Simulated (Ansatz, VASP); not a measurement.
GaN: VASP beside Ansatz

File POSCAR:

```
GaN
1.0
    0.0000000000      2.1085154154      2.0604412640
    2.1085154154      0.0000000000      2.0604412640
    2.1085154154      2.1085154154      0.0000000000
Ga N
1 1
Direct
    0.0000000000      0.0000000000      0.0000000000
    0.5000000000      0.5000000000      0.5000000000
```

Contents of INCAR.step1:

```
  ALGO = Normal
  EDIFF = 1E-4
  ENCUT = 520
  GGA = PE
  ISMEAR = 0
  LASPH = T
  LCHARG = F
  LREAL = F
  LWAVE = T
  NBANDS = 16
  NELM = 100
  PREC = Accurate
  SIGMA = 0.01
```

File INCAR.step2:

```
  ALGO = Normal
  EDIFF = 1E-7
  ENCUT = 520
  ISIF = 2
  ISMEAR = 0
  ISTART = 1
  LASPH = T
  LCHARG = F
  LMIXTAU = T
  LREAL = F
  LWAVE = F
  METAGGA = R2SCAN
  NBANDS = 16
  NELM = 100
  PREC = Accurate
  SIGMA = 0.01
```

KPOINTS

```
k-points
0
Gamma
  10 10 10
```

Input for Ansatz:

```yaml
crystal:
  lattice:
    - [0.0, 2.1085154154, 2.060441264]
    - [2.1085154154, 0.0, 2.060441264]
    - [2.1085154154, 2.1085154154, 0.0]
  atoms:
    - { symbol: Ga, position: [0.0, 0.0, 0.0] }
    - { symbol: "N", position: [0.5, 0.5, 0.5] }
kpoints:
  mp_grid: { grid: [10, 10, 10] }
  band_path:
    path:
      - [0.0, 0.0, 0.0]
      - [0.5, 0.0, 0.5]
      - [0.625, 0.25, 0.625]
      - [0.375, 0.375, 0.75]
      - [0.5, 0.5, 0.5]
      - [0.5, 0.25, 0.75]
      - [0.1875, 0.1875, 0.375]
    npoints: 1
hamiltonian:
  xc: r2scan
scf:
  occupations: { method: fixed }
  n_extra_bands: 4
output:
  forces: true
  stress: true
  eigenvalues: true
  write_density: true
  write_potential: true
  elf: true
  volumetric_format: npy
```

Change from the starting cell: uniaxial_z strain -2.3%.

Alike in both runs: task single point; functional r2SCAN; k mesh 10 × 10 × 10; no spin polarisation.

|  | VASP | Ansatz |
| --- | --- | --- |
| version | VASP 6.6.1 | Ansatz 0.2.0 |
| potentials or method | VASP PAW PBE potentials, release 64 (Ga_d, N) | plane waves, PAW |
| plane-wave cutoff (eV) | 520 | 500 |
| occupations | gaussian, width 0.01 eV | fixed |
| valence electrons in the cell | 18 | 18 |

```csv
,VASP,Ansatz,Ansatz less VASP
gap on the k mesh at the Fermi level (eV),1.16,1.19,+0.025
pressure (GPa),7.6,6.1,-1.50
largest component of the traceless stress (GPa),3.67,3.47,-0.202
```

Caveats: the PAW data sets were made with another functional, which shifts forces and pressure a little (VASP). A k mesh can miss the band edges.
